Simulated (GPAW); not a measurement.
The system is CdO (Monteponite).

```xyz
2
Lattice="0.0000 2.3495 2.3495 2.3495 0.0000 2.3495 2.3495 2.3495 0.0000" Properties=species:S:1:pos:R:3 pbc="T T T"
Cd    0.0000    0.0000    0.0000
O     2.3495    2.3495    2.3495
```

| Item | Value |
| --- | --- |
| Program | GPAW 26.7.0 |
| Task | relaxation of cell and atoms |
| Functional | RPBE |
| Dispersion | D3(BJ) |
| Potentials or basis | the program's PAW data sets (release 1.2.1) made for this functional |
| Cutoff | 800 eV |
| Basis | pw |
| k mesh | 10 × 10 × 10 |
| Occupations | fermi-dirac, width 0.05 eV |
| Spin | no spin polarisation |

At the start: pressure -11.3 GPa; volume 12.97 Å³/atom.

**Question.** How do energy, volume and symmetry change on relaxing?

**Answer.** Over 4 steps the energy falls by 36.1 meV/atom and the volume is 12.01 Å³/atom (-7.4 %); space group Fm-3m (No. 225, to 0.05 Å).

Step by step:
| step | energy change (eV) | largest force (eV/Å) | pressure (GPa) | volume (Å³) |
| --- | --- | --- | --- | --- |
| 1 | 0.0000 | 0.0000 | -11.33 | 25.94 |
| 2 | -0.0315 | 0.0000 | -8.86 | 25.43 |
| 3 | -0.0713 | 0.0000 | 1.32 | 23.84 |
| 4 | -0.0722 | 0.0000 | -0.11 | 24.03 |

Final structure:
```xyz
2
Lattice="0.0000 2.2904 2.2904 2.2904 0.0000 2.2904 2.2904 2.2904 0.0000" Properties=species:S:1:pos:R:3 pbc="T T T"
Cd    0.0000    0.0000    0.0000
O     2.2904    2.2904    2.2904
```

Caveat: later steps reuse the first step's grids; pairwise dispersion overbinds metals, which lowers pressure and volume.
